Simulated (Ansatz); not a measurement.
Wanted: the native input for an Ansatz 0.2.0 run.

| Item | Value |
| --- | --- |
| Task | single point |
| Functional | PBE |
| Potentials or basis | Ansatz PAW |
| Cutoff | 420 eV (not typed: the program's choice for these potentials) |
| k mesh | 9 × 9 × 8 |
| Occupations | gaussian, width 0.014 eV |
| Spin | no spin polarisation |

The system is GaAs.

```
Ga As
1.0
     3.60640    0.00000    0.00000
    -1.80320    3.12324    0.00000
     0.00000    0.00000    3.57319
Ga As
1 1
Direct
  0.33333 0.66667 0.50000
  0.00000 0.00000 0.00000
```

The cell was built by a generator and needn't be a form met in nature.

The input as run:

input.yaml

```yaml
crystal:
  lattice:
    - [3.60640121, 0.0, 0.0]
    - [-1.8032006, 3.12323506, 0.0]
    - [0.0, 0.0, 3.57319416]
  atoms:
    - { symbol: Ga, position: [0.33333333, 0.66666667, 0.5] }
    - { symbol: As, position: [0.0, 0.0, 0.0] }
hamiltonian:
  xc: pbe
  pseudopotentials: { kind: paw }
kpoints:
  mp_grid: { grid: [9, 9, 8] }
scf:
  occupations: { method: gaussian, width: 0.014 }
output:
  forces: true
  stress: true
  eigenvalues: true
```

Potentials or basis: Ansatz PAW.

Run with:

```bash
$ ansatz run input.yaml --threads 2 --pin off --max-ram 5632MiB --backend cpu --events-out ev --progress --plain --runs-dir out
```

It gave:

The pressure is -0.5 GPa and the band gap on the k mesh is none (metal or under the smearing width).

It took 3.3 s on 2 threads of Intel(R) Xeon(R) Processor @ 2.50GHz (Skylake/Cascade Lake), with other jobs on the host, peak memory 0.38 GiB.
